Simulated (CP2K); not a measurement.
Runs of CP2K 2026.2 on WS2. Symmetry: R3m, No. 160, trigonal system. The conventional cell has a = 3.158 Å, b = 3.158 Å, c = 18.490 Å, α = 90.00°, β = 90.00°, γ = 120.00°. Around W (site symmetry 3m) lie 6 S at 2.39 to 2.42 Å. Around S (site symmetry 3m) lie 3 W at 2.42 Å. S (site symmetry 3m) has 3 W at 2.39 Å as nearest neighbours. Measurements of this composition are mostly on another form, of space group No. 194.

| task | level | potentials or basis | cell | k mesh | smearing | EPS_DEFAULT | k points reduced by the point group | NGRIDS | points a segment of the path (NPOINTS) | bands added on the path | gap on the mesh (eV) | pressure (GPa) | largest force (eV/Å) |
| --- | --- | --- | --- | --- | --- | --- | --- | --- | --- | --- | --- | --- | --- |
| band structure | r2SCAN | POTENTIAL_UZH W GTH-SCAN-q14, S GTH-SCAN-q6; TZVP-MOLOPT-SCAN-GTH basis | as given | 10 × 10 × 10 | fermi-dirac 0.1 eV | 1.0E-9 | yes | 4 | 10 | 6 | (a) | 1.3 | 0.62 |
| band structure | LDA | GTH_POTENTIALS W GTH-PADE-q14, S GTH-PADE-q6; TZVP-MOLOPT-PBE-GTH basis | as given | 10 × 10 × 10 | fermi-dirac 0.0259 eV | 1.0E-9 | yes | 5 | 10 | 2 | 0.83 | -13.6 | 1.05 |
| band structure | SCAN | POTENTIAL_UZH W GTH-SCAN-q14, S GTH-SCAN-q6; TZVP-MOLOPT-SCAN-GTH basis | as given | 10 × 10 × 10 | fermi-dirac 0.01 eV | 1.0E-10 | yes | 5 | 8 | 4 | 1.20 | 0.5 | 0.62 |
| relaxation of cell and atoms | LDA | GTH_POTENTIALS W GTH-PADE-q14, S GTH-PADE-q6; DZVP-MOLOPT-PBE-GTH basis | relaxed | 8 × 8 × 8 | fermi-dirac 0.05 eV | 1.0E-9 | - | 5 | - | - | (b) | 0.0 | 0.09 |
| band structure | LDA | GTH_POTENTIALS W GTH-PADE-q14, S GTH-PADE-q6; TZVP-MOLOPT-PBE-GTH basis | as given | 10 × 10 × 10 | fermi-dirac 0.1 eV | 1.0E-9 | yes | 4 | 6 | 2 | 0.83 | -13.6 | 1.05 |

Alike in all rows: no spin polarisation.

Problem. Estimate the missing entries.

Solution. (a) 1.21; (b) 0.76.

Caveats: spin-orbit coupling is left out, which moves the levels of the heavy elements; the basis of atomic orbitals isn't converged, which shifts pressures, moduli and gaps; forces of over 1 eV/Å show positions far from the minimum, so gaps and moduli don't describe the material at rest (some runs); more than 0.5 GPa of stress was left at the end, so the final cell isn't listed (some runs).

A k mesh can miss the band edges, and the runs leave out spin-orbit coupling on W.

Not every run made on this cell is shown here.
